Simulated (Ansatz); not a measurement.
Here is an Ansatz 0.2.0 calculation.

File input.yaml:

```yaml
crystal:
  lattice:
    - [0.0, 2.2535006075, 2.2535006075]
    - [2.2535006075, 0.0, 2.2535006075]
    - [2.2535006075, 2.2535006075, 0.0]
  atoms:
    - { symbol: Ga, position: [0.0, 0.0, 0.0] }
    - { symbol: "N", position: [0.25, 0.25, 0.25] }
hamiltonian:
  xc: revpbe
  pseudopotentials: { kind: paw }
kpoints:
  mp_grid: { grid: [10, 10, 10] }
  band_path:
    path:
      - [[0.0, 0.0, 0.0], [0.5, 0.0, 0.5], [0.5, 0.25, 0.75], [0.375, 0.375, 0.75], [0.0, 0.0, 0.0], [0.5, 0.5, 0.5], [0.625, 0.25, 0.625], [0.5, 0.25, 0.75], [0.5, 0.5, 0.5], [0.375, 0.375, 0.75]]
      - [[0.625, 0.25, 0.625], [0.5, 0.0, 0.5]]
    npoints: 14
scf:
  occupations: { method: fermi_dirac, width: 0.05 }
  n_extra_bands: 6
output:
  forces: true
  stress: true
  eigenvalues: true
  fatbands: false
  write_density: true
  write_potential: true
  elf: true
  volumetric_format: npy
```

Potentials or basis: Ansatz PAW.

Command:

```console
$ ansatz run input.yaml --threads 2 --pin off --max-ram 5632MiB --backend cpu --events-out ev --progress --plain --runs-dir out
```

Estimate the pressure.

8.0 GPa.

Predict the band gap on the k mesh.

1.74 eV, direct.

Estimate the band gap along the path.

1.74 eV, direct.

Levels at the corners of the path, in eV from the valence-band top:
```tsv
point	band 6	band 7	band 8	band 9	band 10	band 11	band 12	band 13
Γ	-13.16	0.00	0.00	0.00	1.74	10.36	10.36	10.36
X	-11.51	-6.10	-2.69	-2.69	3.39	6.73	11.79	14.03
W	-11.23	-5.67	-3.68	-3.62	6.26	8.45	10.31	11.20
K	-11.34	-5.84	-4.23	-2.17	5.04	7.92	11.14	12.89
Γ	-13.16	0.00	0.00	0.00	1.74	10.36	10.36	10.36
L	-11.93	-7.01	-0.96	-0.96	4.69	8.78	10.41	10.41
U	-11.34	-5.84	-4.23	-2.17	5.04	7.92	11.14	12.89
W	-11.23	-5.67	-3.68	-3.62	6.26	8.45	10.31	11.20
L	-11.93	-7.01	-0.96	-0.96	4.69	8.78	10.41	10.41
K	-11.34	-5.84	-4.23	-2.17	5.04	7.92	11.14	12.89
U	-11.34	-5.84	-4.23	-2.17	5.04	7.92	11.14	12.89
X	-11.51	-6.10	-2.69	-2.69	3.39	6.73	11.79	14.03
```

Caveat: the pressure holds a Pulay correction of +0.5 GPa for the finite cutoff; the PAW data sets come from PBE, with cores solved anew for the run's functional, which leaves a small shift of forces and pressure.

**What was measured.**

From a printed reference work, textbook, for a bulk crystal of GaN at 0 K: band gap 3.299 eV (direct).

Against the measured gap of GaN, 3.299 eV (direct; 0 K; a printed reference work, textbook), the calculated 1.74 eV is off by -1.56 eV. Spin-orbit coupling on Ga is left out. The value is that of revPBE, without temperature or zero-point motion. Semilocal functionals fall short of measured gaps as a rule. The cell is a database's relaxed one, not the measured one, which moves gaps too.
